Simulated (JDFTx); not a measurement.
Wanted: the native input for a JDFTx 1.7.0 (patched build) run.

- Task: single point
- Functional: PBE
- Potentials or basis: PseudoDojo-SR-PBE-0.5-standard with smoothed tails
- Cutoff: 1143 eV
- Density cutoff: 9143 eV
- k mesh: 11 × 11 × 11
- Occupations: fermi-dirac, width 0.05 eV
- Spin: no spin polarisation
- Local potential set to -Z/r beyond: 6 bohr
- Bands: 14
- Density cutoff over wavefunction cutoff: 8
- Max SCF steps: 100
- SCF threshold on the energy: 1e-09 Ha
- Solver of the electrons: scf
- Further solve for the empty bands: yes

The system is MgO.

```xyz
2
Lattice="0.0000 2.0970 2.0970 2.0970 0.0000 2.0970 2.0970 2.0970 0.0000" Properties=species:S:1:pos:R:3 pbc="T T T"
Mg    0.0098   -0.0677    0.0085
O     2.1051    2.1162    2.0954
```

The cell is a database's computed one.

The cell isn't the ideal one: atoms moved at random, drawn with an rms of 0.05 Å.

These files were run (other wordings do the same):

MgO.in

```
lattice \
    0.0000000000     3.9627583152     3.9627583152 \
    3.9627583152     0.0000000000     3.9627583152 \
    3.9627583152     3.9627583152     0.0000000000
coords-type Lattice
ion Mg    -0.0164450000     0.0205070000    -0.0158170000 1
ion O      0.5022520000     0.4969790000     0.5069060000 1

ion-species pseudo/Mg.upf
ion-species pseudo/O.upf
elec-cutoff 42 336
elec-ex-corr gga-PBE
kpoint-folding 11 11 11
elec-smearing Fermi 0.0018374661
elec-n-bands 14
electronic-SCF nIterations 100 energyDiffThreshold 1e-09
electronic-minimize nIterations 30 energyDiffThreshold 1e-7
converge-empty-states yes
forces-output-coords Cartesian

dump-name run.$VAR
dump End Ecomponents EigStats BandEigs Kpoints Forces Stress
```

Potentials or basis: PseudoDojo-SR-PBE-0.5-standard with smoothed tails.

Launch:

```console
$ jdftx -c 1 -i MgO.in -o MgO.out
```

It gave:

```json
{
  "Pressure": "7.5 GPa",
  "Largest force": "0.535 eV/Å",
  "Band gap on the k mesh": "4.89 eV, direct",
  "Loewdin charges": "Mg +1.53; O -1.37 e"
}
```

Caveat: the atomic charges don't sum to the cell's charge.

It took 8.4 min on 1 thread of Arm Neoverse V2 (shared host), peak memory 0.62 GiB.
